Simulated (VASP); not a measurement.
# Te2Pt in VASP: further runs, part 2 of 2

VASP 6.6.1. The steps go on from the part before.

## Step 4: Single point, rev-vdW-DF2

Input file INCAR:

```
  AGGAC = 0.0
  ALGO = Fast
  DIPOL = 0.5 0.5 0.500
  EDIFF = 1E-6
  ENCUT = 520
  GGA = MK
  ICORELEVEL = 1
  IDIPOL = 3
  ISIF = 2
  ISMEAR = 1
  KPAR = 4
  LASPH = T
  LCHARG = F
  LDIPOL = T
  LREAL = F
  LUSE_VDW = T
  LVACPOTAV = T
  LVHAR = T
  LWAVE = F
  NBANDS = 43
  NELM = 80
  PARAM1 = 0.1234
  PARAM2 = 0.711357
  PREC = Accurate
  SIGMA = 0.1
  ZAB_VDW = -1.8867
```

Input file KPOINTS:

```
k-points
0
Gamma
  12 12 1
```

Input file POSCAR:

```
Te2Pt                                   
1.0
    4.0720587800      0.0000000000      0.0000000000
   -2.0360301100      3.5265061900      0.0000000000
    0.0000000000      0.0000000000     28.2017458700
  Te              Pt            
     6     3
Direct
     0.6666669999999968    0.3333340000000007    0.2657477083604834
     0.3333330000000032    0.6666659999999993    0.3627585772404682
     0.6666669999999968    0.3333340000000007    0.4515346004639136
     0.3333330000000032    0.6666659999999993    0.5484653995360865
     0.6666669999999968    0.3333340000000007    0.6372414227595319
     0.3333330000000032    0.6666659999999993    0.7342522916395166
     0.0000000000000000    0.0000000000000000    0.3150192784290894
     0.0000000000000000    0.0000000000000000    0.5000000000000000
     0.0000000000000000    0.0000000000000000    0.6849807215709106
```

Potentials or basis: VASP PAW PBE potentials, release 64 (Te, Pt).

The run is started by

```console
$ cat potpaw_PBE.64/Te/POTCAR potpaw_PBE.64/Pt/POTCAR > POTCAR
$ mpirun -np 4 vasp_std > vasp.out
```

OUTCAR:

```text
EDIFF = 1E-6
   ENCUT = 520
   GGA = MK
   ISIF = 2
   ISMEAR = 1
   LASPH = T
   LREAL = F
   NELM = 80
   PREC = Accurate

 ion  position               nearest neighbor table
   1  0.667  0.333  0.266-   7 2.73   7 2.73   7 2.73   2 3.61   2 3.61   2 3.61
   2  0.333  0.667  0.363-   7 2.71   7 2.71   7 2.71   3 3.43   3 3.43   3 3.43   1 3.61   1 3.61
                             1 3.61
   3  0.667  0.333  0.452-   8 2.72   8 2.72   8 2.72   2 3.43   2 3.43   2 3.43   4 3.61   4 3.61
                             4 3.61
   4  0.333  0.667  0.548-   8 2.72   8 2.72   8 2.72   5 3.43   5 3.43   5 3.43   3 3.61   3 3.61
                             3 3.61
   5  0.667  0.333  0.637-   9 2.71   9 2.71   9 2.71   4 3.43   4 3.43   4 3.43   6 3.61   6 3.61
                             6 3.61
   6  0.333  0.667  0.734-   9 2.73   9 2.73   9 2.73   5 3.61   5 3.61   5 3.61
   7  0.000  0.000  0.315-   2 2.71   2 2.71   2 2.71   1 2.73   1 2.73   1 2.73
   8  0.000  0.000  0.500-   4 2.72   3 2.72   3 2.72   4 2.72   3 2.72   4 2.72
   9  0.000  0.000  0.685-   5 2.71   5 2.71   5 2.71   6 2.73   6 2.73   6 2.73

  LATTYP: Found a hexagonal cell.
 ALAT       =     4.0720587800
 C/A-ratio  =     6.9256725882

  Lattice vectors:
[... 1094 lines left out ...]
     42       7.5753      0.00000
     43       8.6335      0.00000

------------------------ aborting loop because EDIFF is reached ----------------------------------------

  FORCE on cell =-STRESS in cart. coord.  units (eV):
  Direction    XX          YY          ZZ          XY          YZ          ZX
  --------------------------------------------------------------------------------------
  -------------------------------------------------------------------------------------
  Total       -1.6935304     -1.6935302      0.0513046      0.0000003     -0.0000000     -0.0000000
  in kB       -6.6999087     -6.6999081      0.2029700      0.0000014     -0.0000000     -0.0000000
  external PRESSURE =      -4.3989489 kB  Pullay stress =       0.0000000 kB

 VOLUME and BASIS-vectors are now :
 -----------------------------------------------------------------------------
  energy-cutoff  :      520.00
  volume of cell :      404.98
      direct lattice vectors                 reciprocal lattice vectors
     4.072058780  0.000000000  0.000000000     0.245576023  0.141783439  0.000000000
    -2.036030110  3.526506190  0.000000000     0.000000000  0.283566779  0.000000000
     0.000000000  0.000000000 28.201745870     0.000000000  0.000000000  0.035458798

 POSITION                                       TOTAL-FORCE (eV/Angst)
 -----------------------------------------------------------------------------------
      2.03603      1.17550      7.49455         0.000000     -0.000000      0.006158
     -0.00000      2.35100     10.23043         0.000000      0.000000     -0.016684
      2.03603      1.17550     12.73406        -0.000000     -0.000000      0.017979
     -0.00000      2.35100     15.46768         0.000000      0.000000     -0.017979
      2.03603      1.17550     17.97132         0.000000     -0.000000      0.016684
     -0.00000      2.35100     20.70720        -0.000000      0.000000     -0.006158
      0.00000      0.00000      8.88409         0.000000      0.000000     -0.011310
      0.00000      0.00000     14.10087         0.000000      0.000000      0.000000
      0.00000      0.00000     19.31765         0.000000      0.000000      0.011310
 -----------------------------------------------------------------------------------
    total drift:                               -0.000000      0.000000      0.000000

  FREE ENERGIE OF THE ION-ELECTRON SYSTEM (eV)
  ---------------------------------------------------
  free  energy   TOTEN  =       -24.0136626471 eV

  energy  without entropy=      -24.0073382713  energy(sigma->0) =      -24.01155452

Total vdW correction in eV:     11.1118634

 vacuum level on the upper side and lower side of the slab         7.169         7.169
```

OSZICAR:

```text
N       E                     dE             d eps       ncg     rms          rms(c)
DAV:   1     0.435020332447E+03    0.43502E+03   -0.24993E+04  1634   0.124E+03
DAV:   2     0.123456304493E+02   -0.42267E+03   -0.39976E+03  2146   0.217E+02
DAV:   3    -0.240379360744E+02   -0.36384E+02   -0.35382E+02  2020   0.654E+01
[... 10 lines left out ...]
RMM:  14    -0.240136177186E+02   -0.29053E-04   -0.38489E-05  1981   0.219E-02    0.159E-02
RMM:  15    -0.240136342273E+02   -0.16509E-04   -0.16247E-05  1786   0.160E-02    0.465E-03
RMM:  16    -0.240136485649E+02   -0.14338E-04   -0.54544E-06  1443   0.691E-03    0.185E-03
RMM:  17    -0.240136553599E+02   -0.67950E-05   -0.15802E-06  1274   0.384E-03    0.145E-03
RMM:  18    -0.240136621227E+02   -0.67628E-05   -0.25430E-06  1322   0.332E-03    0.103E-03
RMM:  19    -0.240136626471E+02   -0.52445E-06   -0.16971E-07   877   0.161E-03
   1 F= -.24013663E+02 E0= -.24011555E+02  d E =-.632438E-02
```

Run time: 8.4 min. Hardware: 4 MPI ranks of Intel Xeon Platinum 8488C (Sapphire Rapids), shared host; peak memory 1.5 GiB.

What came out:

```
Free energy                     : -24.0137 eV
Largest force                   : 0.018 eV/Å
Band gap on the k mesh          : none (metal or under the smearing width)
Work function of the upper face : 4.60 eV
Work function of the lower face : 4.60 eV
```

Forces on the atoms (eV/Å):
```
Te   0.000  0.000  0.006
Te   0.000  0.000 -0.017
Te   0.000  0.000  0.018
Te   0.000  0.000 -0.018
Te   0.000  0.000  0.017
Te   0.000  0.000 -0.006
Pt   0.000  0.000 -0.011
Pt   0.000  0.000  0.000
Pt   0.000  0.000  0.011
```

Core levels (eV, on the scale of the bands):
| atom | levels |
| --- | --- |
| 1 Te | 1s -31613.8, 2s -4841.3, 2p -4344.7, 3s -957.5, 3p -796.2, 3d -552.4, 4s -157.0, 4p -107.0, 4d -34.4 |
| 2 Te | 1s -31614.0, 2s -4841.5, 2p -4344.9, 3s -957.8, 3p -796.4, 3d -552.7, 4s -157.2, 4p -107.3, 4d -34.6 |
| 3 Te | 1s -31614.0, 2s -4841.6, 2p -4345.0, 3s -957.8, 3p -796.4, 3d -552.7, 4s -157.3, 4p -107.3, 4d -34.6 |
| 4 Te | 1s -31614.0, 2s -4841.6, 2p -4345.0, 3s -957.8, 3p -796.4, 3d -552.7, 4s -157.3, 4p -107.3, 4d -34.6 |
| 5 Te | 1s -31614.0, 2s -4841.5, 2p -4344.9, 3s -957.8, 3p -796.4, 3d -552.7, 4s -157.2, 4p -107.3, 4d -34.6 |
| 6 Te | 1s -31613.8, 2s -4841.3, 2p -4344.7, 3s -957.5, 3p -796.2, 3d -552.4, 4s -157.0, 4p -107.0, 4d -34.4 |

Caveat: the PAW data sets were made with another functional, which shifts forces and pressure a little. Spin-orbit coupling is left out, which matters for the levels of Pt, Te.
